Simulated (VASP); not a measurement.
# Tl: convergence, self-consistent run

Tl, Im-3m (no. 229), 1 atom in the cell. PBEsol; PAW potentials Tl_d (PBE set). VASP 6.6.1.

Wanted: energy within 0.2 meV/atom; Fermi level within 0.005 eV.

What the run is for: comparing ways to start; Accuracy asked: tight.

POSCAR:
```
Tl
1.0
   -1.9559951735      1.9559951735      1.9559951735
    1.9559951735     -1.9559951735      1.9559951735
    1.9559951735      1.9559951735     -1.9559951735
Tl
1
Direct
    0.0000000000      0.0000000000      0.0000000000
```

## How the run starts (with a second run first, the time holds both)

| How the run starts (with a second run first, the time holds both) | Energy less reference (meV/atom) | Fermi level (eV) | Time (s) |
|---|---|---|---|
| from scratch: 11 SCF iterations | 0.00 | 5.8679 | 8.7 |
| orbitals of a nearby geometry (ISTART 1): 11 + 8 SCF iterations | 0.00 | 5.8679 | 23 |
| orbitals and density of a nearby geometry: 11 + 7 SCF iterations | 0.00 | 5.8678 | 22 |
| density of a nearby geometry (ICHARG 1): 11 + 10 SCF iterations | 0.00 | 5.8679 | 24 |
| orbitals in the old basis (ISTART 2), symmetry off: 11 + 8 SCF iterations | 0.22 | 5.8679 | 131 |

Chosen: from scratch: 11 SCF iterations; no other choice that stays within the tolerance saves 30 % of the time.

The chosen settings are those of the reference run.

## The input

INCAR:
```
SYSTEM = Tl
  GGA = PS
  ISMEAR = 1
  SIGMA = 0.1
  LWAVE = .FALSE.
  LCHARG = .FALSE.
  ISIF = 2
  PREC = Accurate
  LASPH = .TRUE.
  LREAL = .FALSE.
  ALGO = Normal
  EDIFF = 1E-6
  NELM = 120
  GGA_COMPAT = .FALSE.
  ENCUT = 400
```

KPOINTS:
```
k-points
0
Gamma
  12 12 12
```

Commands:
```
cat potpaw_PBE.64/Tl_d/POTCAR > POTCAR
mpirun -np 1 vasp_std > vasp.out
```

The chosen input took VASP 6.6.1 8.7 s on 1 core (Intel Xeon Platinum 8259CL @ 2.50GHz (Skylake/Cascade Lake)), a shared host.

## An input that fails: restart asked without its files

VASP's message: ERROR: charge density could not be read from file CHGCAR for ICHARG>10.

Changes against the starting input:
```
- NELM = 120
+ NELM = 60
+ ICHARG = 11
```
